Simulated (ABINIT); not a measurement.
## KI in ABINIT: the effect of functional

KI:

```
I K
1.0
     0.00000    3.53277    3.53277
     3.53277    0.00000    3.53277
     3.53277    3.53277    0.00000
I K
1 1
Cartesian
  3.5328 3.5328 3.5328
  0.0000 0.0000 0.0000
```

Alike in all runs:

```yaml
Program: ABINIT 10.8.3 (patched build)
Task: single point
Potentials_or_basis: SPMS NC PBE v1.0
Cutoff: 381 eV
k_mesh: 4 × 4 × 4
Occupations: fixed
Spin: no spin polarisation
```

| functional | gap on the mesh (eV) | pressure (GPa) |
| --- | --- | --- |
| PBEsol | 3.80 | -0.2 |
| PBE | ? | ? |
| HSE06 | 4.84 | 0.4 |

Problem. What does the run with functional PBE give?

Solution. gap on the mesh 3.96 eV; pressure 0.6 GPa.

Caveats: spin-orbit coupling is left out, which moves the levels of the heavy elements; the potentials were made for another functional, which shifts forces and pressure (some runs); Libxc's HSE differs a little from that of other programs (some runs).

